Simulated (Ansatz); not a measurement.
# Bi2TeSe2 and the effect of the dispersion correction

The cell as given:

```
Bi Te Se
1.0
     2.09150    1.20753    9.71233
    -2.09150    1.20753    9.71233
     0.00000   -2.41506    9.71233
Bi Te Se
2 1 2
Direct
  0.60194 0.60194 0.60194
  0.39806 0.39806 0.39806
  0.00000 0.00000 0.00000
  0.78840 0.78840 0.78840
  0.21160 0.21160 0.21160
```

The cell comes from a database or a generator and needn't be the form met in nature.

Kept alike: task relaxation of cell and atoms; functional PBEsol; k mesh 7 × 7 × 7; occupations fermi-dirac, width 0.05 eV; no spin polarisation. Program: Ansatz, Ansatz PAW, cutoff 420 eV. The mesh is that of the run's cell of 5 atoms. No spin-orbit coupling.

| dispersion correction | volume (Å³/atom) |
| --- | --- |
| D3(BJ) | 28.244 |
| D3(BJ)-ATM | 28.398 |
| D4 | 28.792 |
| none | 29.825 |

The relaxations keep at least the cell's symmetry (R-3m). Relaxations stop with a little pressure left, so the last digits of a volume or edge aren't settled. All rows use potentials made for PBE.

What does the dispersion correction change here?

The volume runs from 28.244 (D3(BJ)) to 29.825 Å³/atom (none). Against no correction: D3(BJ) -5.3 %; D3(BJ)-ATM -4.8 %; D4 -3.5 %. Dispersion terms mostly attract and so lower the volume; the schemes' coefficients and damping set how far.
